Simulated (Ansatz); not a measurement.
CsCl (CsCl type, Pm-3m), plane-wave PAW PBEsol (Ansatz code): ε∞ = 2.98, cell volume 67.35 Å³. Infrared-active transverse modes:

| ω_TO (cm⁻¹) | oscillator strength S_xx (e²/amu) |
|---|---|
| 92.8 | 0.06430 |

Task: Compute the static dielectric constant.

Result: Each mode adds (4.921e7/V) S/ω²: 5.46. So ε0 = 8.43.

Task: What LO frequency does the Lyddane–Sachs–Teller relation give?

Result: ω_LO = ω_TO √(ε0/ε∞) = 156 cm⁻¹.

The PBEsol relaxation kept the symmetry of its start; phonons on a q-mesh show no instability. Scalar-relativistic: spin–orbit coupling is off unless named, which matters more the heavier the elements.

Potentials: the later of the program's two PAW sets.
